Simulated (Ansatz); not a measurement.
**Cu: equation of state with PBEsol**

Cu:

```
Cu
1.0
     1.21846   -3.97638    0.00000
     1.21846    3.97638    0.00000
     0.00000    0.00000    2.47550
Cu
2
Direct
  0.86613 0.13387 0.75000
  0.13387 0.86613 0.25000
```

This isn't the form of Cu at room conditions, which is fcc.

* Program: Ansatz 0.2.0
* Task: equation of state
* Functional: PBEsol
* Potentials or basis: Ansatz PAW
* Cutoff: 420 eV
* Density cutoff: 1680 eV
* k mesh: 11 × 11 × 11
* Occupations: fermi-dirac, width 0.05 eV
* Spin: no spin polarisation

```yaml
Equilibrium_volume: 11.87 Å³/atom
Bulk_modulus_at_fixed_shape_and_positions: 153 GPa
Pressure_derivative_of_the_bulk_modulus: 5.0
```

Energy against volume, from the lowest point:
```tsv
volume (Å³/atom)	energy (meV/atom)
11.274	15.31
11.514	4.88
11.754	0.00
11.994	0.03
12.234	4.42
12.474	12.66
12.714	24.30
```

All runs of the series together: 32 s on 2 threads of Intel(R) Xeon(R) Processor @ 2.70GHz, with other jobs on the host.

Caveat: the cell was scaled at fixed shape and fractional positions, which overstates the stiffness of a crystal with free parameters, most of all of layers and chains.
